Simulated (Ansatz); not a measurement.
# BN (P6_3mc): exact exchange against the cheap answer (a further series), part 1 of 3

How far do hybrid functionals move BN (P6_3mc) from its cheap description, and at what price?

The COD entry's cell or inner coordinates are ideal or old and differ from later refinements, so a difference from it is no clean test against experiment.

Program: Ansatz 0.2.0. Level of theory: DFT at several levels, plane waves, PAW. These are calculated values, not measurements.

1 further run of the same task is left out (it didn't finish). Runs told in other sessions of the task aren't counted.

## Step 1: Starting point

The structure is hexagonal, space group P6_3mc (No. 186). The conventional cell has a = 2.537 Å, b = 2.537 Å, c = 4.196 Å, α = 90.00°, β = 90.00°, γ = 120.00°. Around B (site symmetry 3m) lie 4 N at 1.56 to 1.57 Å. Around N (site symmetry 3m) lie 4 B at 1.56 to 1.57 Å.

Coordinates:

```xyz
4
Lattice="2.5369 0.0000 0.0000 -1.2685 2.1970 0.0000 0.0000 0.0000 4.1959" Properties=species:S:1:pos:R:3 pbc="T T T"
B     1.2685    0.7323    0.0011
B     0.0000    1.4647    2.0991
N     1.2685    0.7323    1.5723
N     0.0000    1.4647    3.6703
```

An earlier run on this cell at PBE gave 7.95 GPa at 5.847 Å³/atom (10×10×6 mesh), mesh gap 5.38 eV. The cell is compressed at this level.

The cell stays fixed from here on.

Levels to run, all on a 6×6×4 mesh: HSE06; PBE0 form (fraction 0.4); HSE06 form (screening 0.3 Å⁻¹); HSE06 form (screening 0.4 Å⁻¹). Hardware: 4 threads of Arm Neoverse V1, shared host.

An earlier series ran PBE on this mesh: volume 5.847 Å³/atom, pressure 7.98 GPa, mesh gap 5.18 eV.

## Step 2: HSE06

The input, input.yaml:

```yaml
crystal:
  lattice:
    - [2.536930026, 0.0, 0.0]
    - [-1.268465013, 2.1970458501, 0.0]
    - [0.0, 0.0, 4.1959171737]
  atoms:
    - { symbol: B, position: [0.6666666667, 0.3333333333, 0.0002721794] }
    - { symbol: B, position: [0.3333333333, 0.6666666667, 0.5002721794] }
    - { symbol: "N", position: [0.6666666667, 0.3333333333, 0.3747278206] }
    - { symbol: "N", position: [0.3333333333, 0.6666666667, 0.8747278206] }
basis:
  ecutwfc: 420
  ecutrho_ratio: 4
kpoints:
  mp_grid: { grid: [6, 6, 4] }
hamiltonian:
  xc: hse06
scf:
  occupations: { method: gaussian, width: 0.05 }
  n_extra_bands: 11
output:
  forces: true
  stress: true
  eigenvalues: true
  populations: true
  dos: { projected: true, de: 0.02 }
```

Launch:

```sh
ansatz run input.yaml --threads 4 --pin off --max-ram 8192MiB --backend cpu --events-out ev --progress --plain --runs-dir out
```

What it wrote:

```text
Warning: output.stress: scf.convergence.dr2_threshold = 1e-7 eV (the SCF's general default) is looser than the 4e-10 eV advised for a printed stress (1e-10 eV for each atom of the cell: 4). What an SCF threshold leaves in a stress goes as its square root, and in the free energy as the threshold itself, and one threshold admits the most on a small cell: of the crystals measured, under no hybrid functional and no lock of the moments, on runs that ended without the residual-converged pass, on stresses that held no estimate of that error, the worst erred by over 100 MPa in a component at 1e-7 eV an atom and by under 5 at 1e-10. Set scf.convergence.dr2_threshold to 4e-10 eV or tighter. The threshold is an SCF's pass mark: one that does not reach it within its budget of iterations ends unconverged, or closes short of it on a stop that the run arms, and scf.convergence.dr2_threshold's page says what that costs each kind of run
Warning: output.stress: scf.exx.energy_threshold = 1e-6 eV is looser than the 4e-8 eV advised for a stress under a hybrid functional (1e-8 eV for each atom of the cell: 4). Every SCF of the exchange loop can meet its threshold on dr2 while the loop round them stops early: no threshold on dr2 bounds what that leaves in the stress. Set scf.exx.energy_threshold to 4e-8 eV or tighter. The threshold is the loop's pass mark: a loop that does not reach it within its budget of cycles ends unconverged, and scf.exx.energy_threshold's page has the law
Warning: RAYON_NUM_THREADS=4 ignored (pool sized by the plan → 4); use --threads N
scf.n_extra_bands = 11 over 8 filled bands (N_el = 16.0): the run solves 19 bands
Engine: ansatz 0.2.0, aarch64-unknown-linux-gnu
Pseudopotentials: kind: paw
Pseudopotential: B, paw, valence charge 3, recommended cutoff 420 eV (normal), B.paw.azcp
Pseudopotential: N, paw, valence charge 5, recommended cutoff 420 eV (normal), N.paw.azcp
Functional definition: HSE06
  parameter a = 0.25
  parameter omega = 0.11/bohr
  exchange = pbe_x - a*pbe_x_sr(omega) + a*exact_x_sr(omega)
  correlation = pbe_c
Crystal: 4 atoms, lattice volume = 23.387 Å³
Basis set: ecut = 420 eV, 465 PW (Γ), exchange–correlation on 36×36×60 points (8 copies of the dense FFT grid, shifted against one another)
Bands: 19, of which v1, the nominal top of the filled ones, is band 8 counted from 1 (7 counted from 0)
Symmetry: 12 space group operations
Space group: P63mc (ITA 186), of the structure as read, at distance tolerance 2.9e-5 Å
k-points: 21 of 144 (time reversal used)
Non-local potential: B, projectors of the file, l = 0: 2, l = 1: 2, l = 2: 1
Non-local potential: N, projectors of the file, l = 0: 2, l = 1: 2, l = 2: 1
PAW form: soft (Blöchl's): semilocal exchange-correlation on the pseudo side does not see the compensation charge
PAW frozen core: B, regenerated for the run's functional, and the local potential with it (the file was generated under x = pbe(κ = 0.804, μ = 0.2195149727645171), c = pbe(β = 0.06672455060314922))
PAW frozen core: N, regenerated for the run's functional, and the local potential with it (the file was generated under x = pbe(κ = 0.804, μ = 0.2195149727645171), c = pbe(β = 0.06672455060314922))
PAW one-centre angular grid: B, 110 points (default); XC on 64 Gauss nodes
PAW one-centre angular grid: N, 110 points (default); XC on 64 Gauss nodes
Initial density: superposition of atomic densities (neutral atoms: chi_scale 0, normalization atom), corrected by the library's trained network
Initial wavefunctions: pseudopotential atomic-orbital guess
Functional: x = pbe(κ = 0.804, μ = 0.2195149727645171), c = pbe(β = 0.06672455060314922), warm-up for x = pbe(κ = 0.804, μ = 0.2195149727645171) + 0.25 (exact − pbe) at short range (hse, ω = 0.20786987370883472 Å⁻¹), c = pbe(β = 0.06672455060314922); HSE06 as pw.x's `hse` composes it (authors' and Libxc's form: `xc: wpbeh`)
SCF iter   1: F=—  HF=-1084.466844 eV  |F-HF|=—  |Δ(HF+E_count)|=         —  Δρ=3.09e-3  dr2=1.11e-3  ethr=1.77e-3  ⟨swp⟩=2.0  Hψ=2674  notcnv=0
preconditioner: auto → none  [insulator: Δε(μ)=5.163 eV  Ē_g=22.769 eV  σ=0.050 eV  W_gap=1.00  n_scr=2 (ndim 8)  ℏωp=30.7 eV  f_vac=0.000  D(μ)=0.00/eV (n_scr^D=0)]
SCF iter   2: F=-1084.467131 eV  HF=-1084.467028 eV  |F-HF|=1.03e-4  |Δ(HF+E_count)|=   1.84e-4  Δρ=1.23e-3  dr2=1.47e-4  ethr=6.95e-6  ⟨swp⟩=2.7  Hψ=602  notcnv=0  defer=5
SCF 1 stopped early in 2 iterations: F = -1084.467131 eV  dr2 = 1.47e-4
Initial density: handed on by an earlier stage of this run
Initial wavefunctions: those handed on with the density
Functional: x = pbe(κ = 0.804, μ = 0.2195149727645171) + 0.25 (exact − pbe) at short range (hse, ω = 0.20786987370883472 Å⁻¹), c = pbe(β = 0.06672455060314922); HSE06 as pw.x's `hse` composes it (authors' and Libxc's form: `xc: wpbeh`)
Exchange kernel: α = 0.2500, screened, ω = 0.2079 Å⁻¹, Wigner–Seitz truncation, v(0) = 1028.6085 eV·Å³, q-mesh 6×6×4, nearest image of the exchange supercell L = 15.22 Å, pair-density grid 12×12×20, without the augmentation charges, whose exchange is taken in its separable form by FFT convolution over the k-point mesh (sized by the pseudopotential files, 15×15×30 at the most), smooth part of the exact exchange by density-matrix convolution
Frozen-core exchange: fock
SCF iter   1: F=—  HF=-1084.832777 eV  |F-HF|=—  |Δ(HF+E_count)|=         —  Δρ=9.23e-3  dr2=9.06e-3  ethr=9.19e-6  ⟨swp⟩=5.1  Hψ=1717  notcnv=0
preconditioner: auto → none  [insulator: Δε(μ)=6.462 eV  Ē_g=25.469 eV  σ=0.050 eV  W_gap=1.00  n_scr=2 (ndim 8)  ℏωp=30.7 eV  f_vac=0.000  D(μ)=0.00/eV (n_scr^D=0)]
SCF iter   2: F=—  HF=-1084.829263 eV  |F-HF|=—  |Δ(HF+E_count)|=   3.51e-3  Δρ=4.18e-3  dr2=1.68e-3  ethr=9.19e-6  ⟨swp⟩=3.0  Hψ=767  notcnv=0
SCF iter   3: F=—  HF=-1084.832640 eV  |F-HF|=—  |Δ(HF+E_count)|=   3.38e-3  Δρ=1.26e-3  dr2=3.15e-4  ethr=8.68e-6  ⟨swp⟩=2.1  Hψ=593  notcnv=0  defer=1
SCF iter   4: F=—  HF=-1084.832553 eV  |F-HF|=—  |Δ(HF+E_count)|=   8.71e-5  Δρ=5.23e-4  dr2=5.98e-5  ethr=1.90e-6  ⟨swp⟩=3.0  Hψ=632  notcnv=0
iter 5 solved again at ethr=5.42e-9 eV; its pass at ethr=3.04e-7 eV (dr2=8.67e-7 eV) is discarded
SCF iter   5: F=—  HF=-1084.832535 eV  |F-HF|=—  |Δ(HF+E_count)|=   1.72e-5  Δρ=8.33e-5  dr2=3.68e-6  ethr=5.42e-9  ⟨swp⟩=3.4  Hψ=1502  notcnv=0  defer=2
SCF iter   6: F=-1084.832556 eV  HF=-1084.832557 eV  |F-HF|=1.14e-6  |Δ(HF+E_count)|=   2.18e-5  Δρ=7.94e-5  dr2=1.29e-6  ethr=4.97e-9  ⟨swp⟩=3.3  Hψ=770  notcnv=0  defer=2
SCF 2 stopped early in 6 iterations: F = -1084.832556 eV  dr2 = 1.29e-6
  Residual-converged pass: ⟨swp⟩=3.0  Hψ=700  notcnv=0  max |occ|·‖R‖ = 6.5e-6 eV (tolerance 6.7e-6 eV)  dr2=1.29e-6  dr2_onsite=3.94e-8  max |Δocc| = 0.0e0
hybrid outer 1: dexx = +4.282e-3 eV, tail = 1.21e-5 eV
Exchange kernel: α = 0.2500, screened, ω = 0.2079 Å⁻¹, Wigner–Seitz truncation, v(0) = 1028.6085 eV·Å³, q-mesh 6×6×4, nearest image of the exchange supercell L = 15.22 Å, pair-density grid 12×12×20, without the augmentation charges, whose exchange is taken in its separable form by FFT convolution over the k-point mesh (sized by the pseudopotential files, 15×15×30 at the most), smooth part of the exact exchange by density-matrix convolution
Frozen-core exchange: fock
SCF iter   1: F=—  HF=-1084.832612 eV  |F-HF|=—  |Δ(HF+E_count)|=         —  Δρ=4.58e-5  dr2=2.21e-7  ethr=3.79e-7  ⟨swp⟩=4.0  Hψ=912  notcnv=0
preconditioner: auto → none  [insulator: Δε(μ)=6.510 eV  Ē_g=25.470 eV  σ=0.050 eV  W_gap=1.00  n_scr=2 (ndim 8)  ℏωp=30.7 eV  f_vac=0.000  D(μ)=0.00/eV (n_scr^D=0)]
SCF iter   2: F=—  HF=-1084.832612 eV  |F-HF|=—  |Δ(HF+E_count)|=   1.28e-8  Δρ=1.11e-5  dr2=2.77e-8  ethr=1.25e-9  ⟨swp⟩=3.0  Hψ=694  notcnv=0
SCF iter   3: F=—  HF=-1084.832612 eV  |F-HF|=—  |Δ(HF+E_count)|=   1.11e-7  Δρ=8.00e-6  dr2=1.02e-8  ethr=4.93e-11  ⟨swp⟩=3.5  Hψ=913  notcnv=0  defer=5
SCF iter   4: F=-1084.832612 eV  HF=-1084.832612 eV  |F-HF|=1.75e-11  |Δ(HF+E_count)|=   3.93e-9  Δρ=6.72e-7  dr2=1.70e-10  ethr=4.93e-11  ⟨swp⟩=3.0  Hψ=628  notcnv=0
SCF 3 converged in 4 iterations: F = -1084.832612 eV  dr2 = 1.70e-10
  Residual-converged pass: ⟨swp⟩=3.0  Hψ=682  notcnv=0  max |occ|·‖R‖ = 5.8e-7 eV (tolerance 6.3e-7 eV)  dr2=1.65e-10  dr2_onsite=9.81e-12  max |Δocc| = 0.0e0
hybrid outer 2: dexx = +1.578e-7 eV, tail = 3.43e-9 eV, Δε = 2.27e-3 eV (about 4.22e-5 eV left of the loop's levels), ΔF = 4.03e-4 eV/Å (tail 1.03e-4)
hybrid SCF converged: 2 outer / 10 inner (+2 warm-up), last move |dexx| = 1.58e-7 eV, tail = 3.43e-9 eV
Stability not checked: this state was not tested for a lower state beside it, because the functional holds exact exchange (a hybrid, or Hartree-Fock), whose exchange loop this test does not read (fock_operator; see scf.lower_state_search)
Free energy (F): -1084.832612 eV
Frozen-core exchange: fock
Harris-Foulkes:  -1084.832612 eV  (|F-HF|=1.75e-11)
Internal energy: -1084.832612 eV  (E = F + TS)
E sigma→0 (E₀):  -1084.832612 eV
Fermi energy:    13.903319 eV
--- Per-component energies (eV) ---
  E_band       = 29.337988
  E_kinetic    = 372.610118
  E_local      = -348.410858  (includes V_loc(G=0)·N_el)
  E_nonlocal   = 111.235083
  E_hartree    = 98.571002
  E_xc         = -151.629215
  E_vxc        = -186.738068  (∫ρ·V_xc dr)
  E_exx        = -39.221885  (= α·E_x^exact, valence–valence)
  E_paw        = -409.646532  (= ΣΔE_a)
  E_vpaw       = -38.056517  (= ΣTr[D̂ρ^β])
  E_aug_tail   = 0.000203  (compensation charges beyond the density's cutoff)
  E_ewald      = -718.271123
  E_core_change = -0.069406  (= ΣΔE_core)
  E_smearing   = -0.000000  (= −TS)
  E_closure    = 0.000001  (closes the sum)
  Σ components = -1084.832612   (vs F -1084.832612, Δ=2.27e-13)
--- Forces (eV/Å), atoms counted from 1 ---
  atom   1  B     -0.00000000    -0.00000000    -0.02357499
  atom   2  B      0.00000000     0.00000000    -0.02357499
  atom   3  N     -0.00000000     0.00000000     0.02357006
  atom   4  N     -0.00000000    -0.00000000     0.02357006
  max |Σ_I F_I| component: 9.85e-6 eV/Å
--- Stress (GPa, compression-positive) ---
       -0.969464       0.000000      -0.000000
        0.000000      -0.969464       0.000000
       -0.000000       0.000000      -1.485911
  P = ⅓ Tr σ = -1.1416 GPa (-11.416 kbar)
--- Band table (eV; the first three rows and the last of 21) ---
  k-point 0: bands = ["-11.7598", "-7.2567", "-1.3183", "8.3268", "8.3268", "10.3712", "10.6487", "10.6487", "20.7850", "20.7850", "21.0604", "21.9931", "23.3808", "24.5995", "24.5995", "29.3014", "34.0463", "34.0463", "34.2227"]
  k-point 1: bands = ["-11.3550", "-8.4415", "0.6003", "8.3605", "8.6118", "8.6118", "10.2379", "10.2379", "21.2490", "21.2490", "21.6864", "21.9836", "23.8766", "23.8766", "24.0166", "28.2883", "35.0812", "35.2922", "35.2922"]
  k-point 2: bands = ["-10.1785", "-10.1785", "4.4011", "4.4011", "9.3648", "9.3648", "9.3648", "9.3648", "21.9582", "21.9582", "22.4458", "22.4458", "22.4458", "22.4458", "26.0930", "26.0930", "36.2471", "36.2471", "38.5769"]
  k-point 20: bands = ["-5.8412", "-5.8412", "0.9206", "0.9206", "2.2295", "2.2295", "7.3375", "7.3375", "21.7279", "21.7279", "22.5475", "22.5475", "27.4294", "27.4294", "29.8980", "29.8980", "31.5920", "31.5920", "38.0570"]
--- Löwdin populations: 4 sites ---
  site symbol       q [e]
     0      B      2.6539
     1      B      2.6539
     2      N      5.3153
     3      N      5.3153
  spilling = 0.003848 (of n_electrons = 16.000000)
```

It took 5 s on 4 threads of Arm Neoverse V1, shared host; peak memory 0.59 GiB.

This gives: volume 5.847 Å³/atom, pressure -1.14 GPa, mesh gap 6.51 eV.

Counts of states by energy window, in eV from the valence-band top:

```csv
from,to,total,N 2p,B 2p,N 2s
-6,-5,1.26,0.83,0.33,0.03
-5,-4,1.45,0.99,0.38,0.03
-4,-3,2.15,1.53,0.54,0.03
-3,-2,1.27,0.95,0.28,0.01
-2,-1,0.57,0.46,0.11,0.00
-1,0,0.16,0.13,0.02,0.00
0,1,0.00,0.00,0.00,0.00
1,2,0.00,0.00,0.00,0.00
2,3,0.00,0.00,0.00,0.00
3,4,0.00,0.00,0.00,0.00
4,5,0.00,0.00,0.00,0.00
5,6,0.00,0.00,0.00,0.00
6,7,0.00,0.00,0.00,0.00
7,8,0.06,0.01,0.03,0.00
8,9,0.88,0.12,0.43,0.13
9,10,1.30,0.14,0.70,0.22
```

(Continued in part 2 of 3.)
